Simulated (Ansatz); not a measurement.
# Notes on LiNbO₃

```
Li Nb O
1.0
     5.24878    0.00000    0.00000
    -2.62439    4.54557    0.00000
    -2.62439    1.51519    4.59995
Li Nb O
2 2 6
Direct
  0.28500 0.71500 0.85500
  0.78500 0.21500 0.35500
  0.00900 0.99100 0.02700
  0.50900 0.49100 0.52700
  0.13970 0.24660 0.24990
  0.75340 0.64320 0.24990
  0.35680 0.86030 0.24990
  0.25340 0.36030 0.74990
  0.85680 0.74660 0.74990
  0.63970 0.14320 0.74990
```

Single point in Ansatz 0.2.0 with PBEsol, no spin polarisation. Cutoff 420 eV, PAW datasets, 6×6×6 Γ-centred k mesh, fermi-dirac filling (width 0.1 eV).

Problem. Is there a gap, and of what kind?

Solution. The gap is 2.82 eV, indirect (the least direct gap found is 2.85 eV).

Problem. What is the formation energy?

Solution. -2.60 eV an atom against the elements' usual phases (free molecules for gases, crystals otherwise, with no correction for O₂ or N₂), so it is bound against them; other compounds may still compete. Relaxing would lower it.

Problem. What do density and ELF say about some of the short contacts?

Solution. Nb–O at 1.90 Å: least valence density 1.06 e/Å³ and ELF 0.29 there. Li–O at 2.11 Å: least valence density 0.13 e/Å³ and ELF 0.01 there, a closed-shell (ionic or weak) contact. These are pseudo-fields; inside the PAW spheres they differ from the all-electron ones.

Problem. Is the cell too large or too small?

Solution. The pressure is -1.6 GPa (compression positive), so with the atoms held at these fractions the cell would first shrink.

Problem. Give the Bader charges.

Solution. Bader charges in e: Li +0.91, Nb +2.75, O -1.22. In the mean Nb gives up most and O takes most.

Origin: a database entry at a rescaled volume.

Run time, from a saved density: 73 s on 1 thread of Intel(R) Xeon(R) 6975P-C (Granite Rapids), with other jobs on the host, peak memory 0.51 GiB. The time holds forces, stress, Bader, DOS, bands, ELF.
